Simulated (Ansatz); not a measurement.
Runs of Ansatz 0.2.0 on SnO2. Symmetry: I4_1/amd, No. 141, tetragonal system. The conventional cell has a = 4.000 Å, b = 4.000 Å, c = 10.247 Å, α = 90.00°, β = 90.00°, γ = 90.00°. Around Sn (site symmetry -4m2) lie 6 O at 2.06 to 2.09 Å. Around O (site symmetry 2mm) lie 3 Sn at 2.06 to 2.09 Å. Measurements of this composition are mostly on another form, of space group No. 136.

```tsv
task	level	cell	cutoff (eV)	points for each segment of the path	gap on the mesh (eV)	pressure (GPa)	relaxed volume (Å³/atom)	largest force (eV/Å)
band structure	r2SCAN	as given	500	14	2.28	-0.9	-	0.05
band structure	LDA	as given	420	14	(d)	-3.9	-	0.19
relaxation of cell and atoms	LDA	relaxed	420	-	1.73	0.0	13.39	-
band structure	PBE	as given	420	14	1.65	(a)	-	0.04
band structure	PBEsol	as given	420	14	1.56	0.7	-	0.08
relaxation of cell and atoms	PBE	relaxed	420	-	1.32	0.0	14.18	-
relaxation of cell and atoms	PBEsol	relaxed	420	-	1.54	0.0	13.74	-
relaxation of cell and atoms	r2SCAN	relaxed	500	-	(c)	0.0	(b)	-
```

Alike in all rows: potentials or basis Ansatz PAW; no spin polarisation; k mesh 9 × 9 × 9; smearing fermi-dirac 0.05 eV.

Q: Fill in the values left out.

A: (a) 5.9; (b) 13.60; (c) 2.33; (d) 1.49.

Caveats: spin-orbit coupling is left out, which moves the levels of the heavy elements; the PAW data sets come from PBE, with cores solved anew for the run's functional, which leaves a small shift of forces and pressure (some runs); odd divisions of the mesh miss points on the zone boundary, where band edges often lie, so the gap on the mesh can be too wide (some runs); the plane-wave basis is chosen anew once the cell has moved, so the energies of steps on either side of that aren't comparable (some runs).

A k mesh can miss the band edges, and the runs leave out spin-orbit coupling on Sn.
